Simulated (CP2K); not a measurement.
Runs of CP2K 2026.2 on CaO. The structure is cubic, space group Fm-3m (No. 225). Conventional cell: a = 4.807 Å, b = 4.807 Å, c = 4.807 Å, α = 90.00°, β = 90.00°, γ = 90.00°. Ca (site symmetry m-3m) has 6 O at 2.40 Å as nearest neighbours. Around O (site symmetry m-3m) lie 6 Ca at 2.40 Å. The cell is a database's computed one.

```tsv
task	level	potentials or basis	smearing	EPS_DEFAULT	NGRIDS	points a segment of the path (NPOINTS)	bands added on the path	CUTOFF of the grids	gap on the mesh (eV)	pressure (GPa)	V0 of scaled cells (Å³/atom)	B0 (GPa)
band structure	LDA	GTH_POTENTIALS Ca GTH-PADE-q10, O GTH-PADE-q6; TZVP-MOLOPT-PBE-GTH basis	fermi-dirac 0.05 eV	1.0E-9	4	10	2	600 Ry	3.59	-6.2	-	-
single point	PBEsol	POTENTIAL_UZH Ca GTH-PBE-q10, O GTH-PBE-q6; TZVP-MOLOPT-PBE-GTH basis	fermi-dirac 0.05 eV	1.0E-10	5	-	-	600 Ry	3.70	-1.3	-	-
band structure	r2SCAN	POTENTIAL_UZH Ca GTH-SCAN-q10, O GTH-SCAN-q6; TZVP-MOLOPT-SCAN-GTH basis	fermi-dirac 0.05 eV	1.0E-9	4	8	6	850 Ry	4.23	(a)	-	-
band structure	TB-mBJ	POTENTIAL_UZH Ca GTH-PBE-q10, O GTH-PBE-q6; TZVP-MOLOPT-PBE-GTH basis	fermi-dirac 0.0259 eV	1.0E-9	4	10	2	850 Ry	4.02	-	-	-
band structure	PBEsol	POTENTIAL_UZH Ca GTH-PBE-q10, O GTH-PBE-q6; TZVP-MOLOPT-PBE-GTH basis	fermi-dirac 0.1 eV	1.0E-9	4	8	6	600 Ry	3.70	-1.3	-	-
equation of state	LDA	GTH_POTENTIALS Ca GTH-PADE-q10, O GTH-PADE-q6; TZVP-MOLOPT-PBE-GTH basis	fermi-dirac 0.1 eV	1.0E-9	5	-	-	600 Ry	-	-	13.14	127
equation of state	LDA	GTH_POTENTIALS Ca GTH-PADE-q10, O GTH-PADE-q6; TZVP-MOLOPT-PBE-GTH basis	fermi-dirac 0.1 eV	1.0E-10	4	-	-	600 Ry	-	-	13.14	127
band structure	LDA	GTH_POTENTIALS Ca GTH-PADE-q10, O GTH-PADE-q6; TZVP-MOLOPT-PBE-GTH basis	fermi-dirac 0.05 eV	1.0E-10	5	8	2	600 Ry	3.59	-6.2	-	-
equation of state	PBEsol	POTENTIAL_UZH Ca GTH-PBE-q10, O GTH-PBE-q6; TZVP-MOLOPT-PBE-GTH basis	fermi-dirac 0.05 eV	1.0E-10	4	-	-	600 Ry	-	-	13.73	113
band structure	PBE	POTENTIAL_UZH Ca GTH-PBE-q10, O GTH-PBE-q6; TZVP-MOLOPT-PBE-GTH basis	fermi-dirac 0.05 eV	1.0E-10	4	6	2	600 Ry	3.76	2.6	-	-
band structure	TB-mBJ	POTENTIAL_UZH Ca GTH-PBE-q10, O GTH-PBE-q6; TZVP-MOLOPT-PBE-GTH basis	fermi-dirac 0.01 eV	1.0E-9	5	10	4	850 Ry	4.02	-	-	-
equation of state	PBE	POTENTIAL_UZH Ca GTH-PBE-q10, O GTH-PBE-q6; TZVP-MOLOPT-PBE-GTH basis	fermi-dirac 0.05 eV	1.0E-10	4	-	-	600 Ry	-	-	14.22	(b)
```

Alike in all rows: no spin polarisation; cell as given; k mesh 10 × 10 × 10.

Fill in the values left out.

(a) -0.1; (b) 104.

Caveats: the basis of atomic orbitals isn't converged, which shifts pressures, moduli and gaps; the potentials were made for another functional, which shifts forces and pressure (some runs); this is a model potential without an energy functional, so only levels have meaning (some runs).

A k mesh can miss the band edges.

Not every run made on this cell is shown here.
